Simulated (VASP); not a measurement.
Write the native input for VASP 6.6.1 that does the following.

```
Task                   : electric field gradients
Functional             : PBE
Dispersion             : D3(BJ)
Potentials or basis    : VASP PAW PBE potentials, release 64 (Si, Se)
Cutoff                 : 520 eV
k mesh                 : 8 × 8 × 8
Occupations            : gaussian, width 0.01 eV
Spin                   : no spin polarisation
Dipole correction      : no
Further INCAR settings : ALGO = Fast; EDIFF = 1e-08; NBANDS = 25
```

The structure of SiSe2 lies in POSCAR:

```
SiSe2
1.0
   -2.9269800323      4.7473482437      2.9187620380
    2.9269800323     -4.7473482437      2.9187620380
    2.9269800323      4.7473482437     -2.9187620380
Si Se
2 4
Direct
    0.7500000000      0.7500000000      0.0000000000
    0.2500000000      0.2500000000      0.0000000000
    0.1262989260      0.2227421767      0.3490411027
    0.8737010740      0.7772578233      0.6509588973
    0.6262989260      0.2772578233      0.9035567493
    0.3737010740      0.7227421767      0.0964432507
```

The input as run:

INCAR

```
SYSTEM = SiSe2
ALGO     = Fast           ! electronic algorithm
EDIFF    = 1E-8           ! SCF threshold, eV
ENCUT    = 520            ! plane-wave cutoff, eV
GGA      = PE             ! functional
ISIF     = 2              ! what is computed and relaxed
ISMEAR   = 0              ! smearing method
IVDW     = 12             ! dispersion correction
LASPH    = .True.         ! aspherical terms in the spheres
LCHARG   = .False.        ! write CHGCAR
LEFG     = .True.       
LREAL    = .False.        ! projectors in reciprocal space
LWAVE    = .False.        ! write WAVECAR
NBANDS   = 25             ! bands
NELM     = 100            ! most SCF steps
PREC     = Accurate       ! precision mode
SIGMA    = 0.01           ! smearing width, eV
```

KPOINTS

```
k-points
0
Gamma
  8 8 8
  0 0 0
```

Potentials or basis: VASP PAW PBE potentials, release 64 (Si, Se).

Launch:

```sh
$ cat potpaw_PBE.64/Si/POTCAR potpaw_PBE.64/Se/POTCAR > POTCAR
$ mpirun -np 1 vasp_std > vasp.out
```

Results of the run:

```
Pressure                   : 0.1 GPa
Largest force              : 0.028 eV/Å
Band gap on the k mesh     : 1.51 eV, indirect (least direct gap 1.77 eV)
Dispersion energy per atom : -0.282 eV
```

Wall time 5.3 min on 1 thread of Intel(R) Xeon(R) Platinum 8559C (Emerald Rapids), with other jobs on the host, peak memory 0.53 GiB.
